The 4d levels of a transition metal spread over several electronvolts, a few hundred times the thermal energy at room temperature. The table samples them for nonmagnetic rhodium, calculated with a gradient-corrected functional. Each row is one electron wave in the crystal: level point 1 is the zone centre, where the wave has the same phase on every atom. Points 2 to 4 lead from there to the zone-boundary point L, points 5 to 7 to the point X. Levels are counted from the Fermi energy, "under 1" being the nearest below it and "over 1" the nearest above.

Kohn-Sham levels of fcc rhodium, calculated with the program exciting sodium (PBE, all-electron LAPW+lo) without spin polarisation or spin-orbit coupling, on a 12×12×12 k mesh with Gaussian smearing of 0.027 eV. Levels are counted from the Fermi energy; the third coordinate of every point, along reciprocal cell vector c, is 0.

```
point a (reciprocal cell vector)  point b (reciprocal cell vector)  level under 4 (eV)  level under 3 (eV)  level under 2 (eV)  level under 1 (eV)  level over 1 (eV)  level over 2 (eV)
                          0.0000                            0.0000               -3.17               -3.17              -1.065              -1.065             15.798             21.235
                          0.3333                            0.0000               -2.99               -2.05              -0.304              -0.304             12.543             16.630
                          0.4167                            0.0000               -6.16               -3.18              -3.176              -0.285              0.275              0.275
                          0.5000                            0.0000              -46.55               -6.22              -3.250              -3.250              0.514              0.514
                          0.2500                            0.2500               -2.00               -1.54              -1.538              -0.337             18.582             19.008
                          0.3333                            0.3333               -5.45               -0.47              -0.471              -0.467              0.060             16.274
                          0.5000                            0.5000              -46.72              -46.72              -6.429              -6.059              0.482              0.936
```

Why do levels near −47 eV turn up only at L and X? The columns count levels and do not follow bands. At L only three valence levels are filled and at X only two, so the count of four runs on into the 4p shell, some 40 eV deeper. These compact orbitals overlap only weakly with those of neighbouring atoms: the top 4p level differs by 0.17 eV between the two points. That is not the width of the 4p band, which is expected to be several times larger, though still small beside that of the d band.

Is the step of almost 17 eV from "under 1" to "over 1" at the zone centre a band gap? It is not, because a gap must hold for all waves at once, with the same number of filled bands at every point. Here at least four valence bands are filled at the centre and two at X, so bands cross the Fermi energy on the way. The electron count demands this too: nine valence electrons, paired in spin, fill 4.5 bands on average.

Why do the d levels at the centre form two groups, 2.1 eV apart? Cubic symmetry makes the lower level a triplet and the upper one a doublet. The lobes of the triplet orbitals point at the twelve nearest neighbours, and with equal phase on all atoms they meet head-on with the same sign, which is bonding. The doublet orbitals point between the neighbours and meet them largely sideways, with opposite signs facing each other, which is antibonding. This is the standard bonding argument; the table shows the splitting, not the orbitals.

Which d level changes more on the way to X, and why? At X the wave changes sign from one plane of atoms to the next, so every bond between planes reverses: the head-on overlaps turn from bonding to antibonding and raise a level, the sideways ones turn from antibonding to bonding and lower it. One level of the triplet has no head-on overlap between planes and is expected to fall; the level at −6.059 eV at X fits it. A pair of levels from the triplet rises by 4.1 eV, from −3.17 to 0.936 eV, while a single level from the upper doublet rises by only 1.5 eV. The geometry of the lattice gives the single level half as much head-on overlap between planes, but the same sideways overlap working against it. Less than half of the rise is therefore left.

Can a level between the centre and X be predicted from the two ends? Let t be the fraction of the path covered, E₀ the energy at the centre and E₁ that at X. If only nearest neighbours count and the orbital mixes with no other, bonds within a plane add a constant and bonds to the next planes add a term in cos(πt). The two ends then fix the whole curve:

E(t) = (E₀ + E₁)/2 + (E₀ − E₁)/2 · cos(πt)

Halfway, at point 5, the cosine is zero and the single level should lie at the mean of its ends:

E(1/2) = (−1.065 + 0.482)/2 = −0.29 eV

The calculation, which was not used at this point to set the curve, gives −0.337 eV. For the pair the same recipe comes out 0.4 eV too high, and the output below shows the same contrast at point 6. Symmetry offers a reason: between the ends the pair may mix with p states higher up, which push it down, whereas at both ends, and for the single level everywhere, this mixing is forbidden. Next-nearest neighbours could also lower the pair, but their term varies as sin²(πt), so the miss at point 6 would be three quarters of that at point 5. The small miss of the single level shrinks about so; that of the pair keeps nine tenths of its size, 0.38 against 0.42 eV. This is the direction expected if p states, coming closer towards X, take part, though two points cannot divide the miss between the causes.

What would one more electron change? Palladium, the next element, has the same crystal structure and a similar set of bands, but they are filled further. Counted from the Fermi energy the d levels therefore lie lower, and only a few states at their top stay empty. In silver, one step on, the whole d band is filled.

Which digits can be trusted? At point 3, −3.18 and −3.176 eV are one degenerate pair, printed with different numbers of decimals. At point 6, −0.467 and −0.471 eV belong to different bands, but their order means nothing at a working mesh and basis. Spin-orbit coupling, left out for these levels, matters more: in a 4d metal it shifts or splits the d levels by up to a few tenths of an electronvolt, and it splits the deep 4p shell by a few electronvolts. The rises of the d levels towards X survive that. The lowest empty level at point 6 is a single level and is expected to move only by hundredths of an electronvolt, but it lies just 0.06 eV above the Fermi energy, so the size of that distance cannot be trusted. The empty levels far above the Fermi energy, such as those at the zone centre, are also less reliable than their decimals suggest, because the basis is tuned to lower energies.

Printed output of the fit:

```
Valence levels among the four listed below the Fermi energy:
     row  valence levels listed  over 1 less under 1 (eV)
     0.0                      4                     16.86
  0.3333                      4                     12.85
  0.4167                      4                      0.56
     0.5                      3                     3.764
    0.25                      4                     18.92
  0.3333                      4                     0.527
     0.5                      2                     6.541
Filled valence bands needed on average: 4.5
Lowest listed empty level less highest listed filled level, all points (eV): 0.345
Top 4p level at L less that at X (eV): 0.17
Lowest valence level at L less top 4p level there (eV): 40.33
Upper doublet less lower triplet at the centre (eV): 2.105
Rise of the d singlet from centre to X (eV): 1.547
Rise of the d doublet from centre to X (eV): 4.106
Ratio of the two rises, doublet to singlet: 2.654
Cosine estimate, singlet, row 5 (eV): -0.2915
Estimate less computed, singlet, row 5 (eV): 0.0455
Cosine estimate, singlet, row 6 (eV): 0.09511
Estimate less computed, singlet, row 6 (eV): 0.03511
Cosine estimate, doublet, row 5 (eV): -1.117
Estimate less computed, doublet, row 5 (eV): 0.421
Cosine estimate, doublet, row 6 (eV): -0.09087
Estimate less computed, doublet, row 6 (eV): 0.3801
Rise of the singlet from row 2 to row 3 (eV): 1.765
Rise of the upper doublet from row 2 to row 3 (eV): 0.579
Ratio of these rises, singlet to doublet: 3.048
Singlet less doublet in row 6 (eV): 0.004
Apparent splitting of the lower doublet in row 3 (eV): 0.004
```
